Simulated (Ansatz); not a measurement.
# Cu₂O: a ladder of calculations

Cell of run 1: an entry of the Crystallography Open Database (COD) (the entry's cell lengths or inner coordinates differ somewhat from later room-temperature determinations).

Space group Pn-3m:1 (No. 224); a = 4.2600 Å.

```
site  Wyckoff  site symmetry       x       y       z
  Cu       4b           .-3m  0.2500  0.2500  0.2500
   O       2a           -43m  0.0000  0.0000  0.0000
```

One atom of each set is listed.

Relaxed positions (PBE, cell held):

Cu (0.2500, 0.2500, 0.2500)
O (0.0000, 0.0000, 0.0000)

All runs are DFT with Ansatz 0.2.0 (plane waves and PAW, scalar-relativistic unless spin–orbit coupling is named, Γ-centred meshes, Fermi–Dirac smearing where given) in this cell.

Run 1: PBE, atoms as given; 420 eV, 7×7×7 k-points, smearing 0.02 eV.
Run 2: r2SCAN, at the relaxed atoms; 500 eV, 7×7×7 k-points, smearing 0.02 eV.
Run 3: LDA, at the relaxed atoms; 420 eV, 7×7×7 k-points, smearing 0.02 eV.

```json
{"run": "1", "Cu V_zz (η)": "-5.30 (0.00)"}
{"run": "2", "Cu V_zz (η)": "-7.84 (0.00)"}
{"run": "3", "Cu V_zz (η)": "?"}
```

V_zz in 10²¹ V/m²; 1 of the 2 sets of like atoms are followed.

(1) Estimate the row of run 3.

Answers

(1) Cu: -4.98 (0.00). It lies nearest to run 1, from whose tensors on these sites it differs by 0.33 at most (largest principal value of the difference, on Cu).

Semilocal functionals underestimate gradients at Cu(I) with two or three neighbours, in Cu₂O by a fifth to nearly a half. The cell isn't the equilibrium one in run 3 (calculated pressure -8 GPa), and the entry's cell may itself be off.
